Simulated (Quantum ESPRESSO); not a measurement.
Input of a Quantum ESPRESSO 7.5 run:

Contents of pw.in:

```
&CONTROL
  calculation = 'scf'
  prefix = 'pwscf'
  outdir = './tmp'
  pseudo_dir = './pseudo'
  tprnfor = .true.
  disk_io = 'nowf'
/
&SYSTEM
  ibrav = 0
  nat = 3
  ntyp = 2
  ecutwfc = 36
  ecutrho = 216
  nbnd = 23
  occupations = 'smearing'
  smearing = 'gaussian'
  degauss = 0.00367493
  nspin = 2
  starting_magnetization(1) = 0.1429
  starting_magnetization(2) = 0
  nosym = .true.
/
&ELECTRONS
  conv_thr = 7.5d-07
  electron_maxstep = 100
  mixing_beta = 0.3
  mixing_ndim = 12
  startingpot = 'file'
  mixing_fixed_ns = 8
/
ATOMIC_SPECIES
Mo    95.9500 Mo.GGA_PBE-JTH.UPF
Te   127.6000 Te.GGA_PBE-JTH.UPF
CELL_PARAMETERS angstrom
   2.0716729200    1.1960809200    6.2634474900
  -2.0716729200    1.1960809200    6.2634474900
   0.0000000000   -2.3921618400    6.2634474900
ATOMIC_POSITIONS crystal
Mo     0.0000000000    0.0000000000    0.0000000000
Te     0.2520000000    0.2520000000    0.2520000000
Te     0.7480000000    0.7480000000    0.7480000000
K_POINTS automatic
3 3 3 0 0 0
HUBBARD {ortho-atomic}
U Mo-4d 6.0
```

Contents of start.in:

```
&CONTROL
  calculation = 'scf'
  prefix = 'pwscf'
  outdir = './tmp'
  pseudo_dir = './pseudo'
  disk_io = 'nowf'
/
&SYSTEM
  ibrav = 0
  nat = 3
  ntyp = 2
  ecutwfc = 36
  ecutrho = 216
  nbnd = 23
  occupations = 'smearing'
  smearing = 'gaussian'
  degauss = 0.00367493
  nspin = 2
  starting_magnetization(1) = 0.1429
  starting_magnetization(2) = 0
  nosym = .true.
/
&ELECTRONS
  conv_thr = 7.5d-07
  electron_maxstep = 1
  mixing_beta = 0.3
  mixing_ndim = 12
  scf_must_converge = .false.
/
ATOMIC_SPECIES
Mo    95.9500 Mo.GGA_PBE-JTH.UPF
Te   127.6000 Te.GGA_PBE-JTH.UPF
CELL_PARAMETERS angstrom
   2.0716729200    1.1960809200    6.2634474900
  -2.0716729200    1.1960809200    6.2634474900
   0.0000000000   -2.3921618400    6.2634474900
ATOMIC_POSITIONS crystal
Mo     0.0000000000    0.0000000000    0.0000000000
Te     0.2520000000    0.2520000000    0.2520000000
Te     0.7480000000    0.7480000000    0.7480000000
K_POINTS automatic
3 3 3 0 0 0
HUBBARD {ortho-atomic}
U Mo-4d 6.0
```

File occup.txt:

```
 0.6184 -0.3447  0.0505 -0.2389  0.2398
-0.3447  0.6312 -0.1180 -0.3064  0.0785
 0.0505 -0.1180  0.0225  0.0705 -0.0238
-0.2389 -0.3064  0.0705  0.5323 -0.3051
 0.2398  0.0785 -0.0238 -0.3051  0.1956
 0.0000  0.0000  0.0000  0.0000  0.0000
 0.0000  0.0000  0.0000  0.0000  0.0000
 0.0000  0.0000  0.0000  0.0000  0.0000
 0.0000  0.0000  0.0000  0.0000  0.0000
 0.0000  0.0000  0.0000  0.0000  0.0000
 0.0000  0.0000  0.0000  0.0000  0.0000
 0.0000  0.0000  0.0000  0.0000  0.0000
 0.0000  0.0000  0.0000  0.0000  0.0000
 0.0000  0.0000  0.0000  0.0000  0.0000
 0.0000  0.0000  0.0000  0.0000  0.0000
 0.0000  0.0000  0.0000  0.0000  0.0000
 0.0000  0.0000  0.0000  0.0000  0.0000
 0.0000  0.0000  0.0000  0.0000  0.0000
 0.0000  0.0000  0.0000  0.0000  0.0000
 0.0000  0.0000  0.0000  0.0000  0.0000
 0.0000  0.0000  0.0000  0.0000  0.0000
 0.0000  0.0000  0.0000  0.0000  0.0000
 0.0000  0.0000  0.0000  0.0000  0.0000
 0.0000  0.0000  0.0000  0.0000  0.0000
 0.0000  0.0000  0.0000  0.0000  0.0000
 0.0000  0.0000  0.0000  0.0000  0.0000
 0.0000  0.0000  0.0000  0.0000  0.0000
 0.0000  0.0000  0.0000  0.0000  0.0000
 0.0000  0.0000  0.0000  0.0000  0.0000
 0.0000  0.0000  0.0000  0.0000  0.0000
```

Potentials or basis: JTH 2.0 PBE.

Command:

```bash
$ OMP_NUM_THREADS=1 pw.x -in start.in > start.out
$ cp occup.txt tmp/pwscf.save/occup.txt
$ OMP_NUM_THREADS=1 pw.x -in pw.in > pw.out
```

Estimate the site moments.

Mo +2.89; Te -0.24 μB.

What does it give for the band gap on the k mesh?

None (metal or under the smearing width).

What does it give for the largest force?

0.513 eV/Å.

What does it give for the net moment?

2.86 μB per cell.

Eigenvalues of the final occupation matrices:
```csv
site,spin,trace,eigenvalues
Mo 1 4d,1,4.28,0.68 0.68 0.97 0.98 0.98
Mo 1 4d,2,0.74,0.05 0.05 0.05 0.29 0.29
```

Caveat: the k mesh is coarse (spacing up to 0.59 Å⁻¹), so the values aren't converged; the U is typed as a test and isn't derived for this compound. The state reached can hang on the start; a lower one may exist.
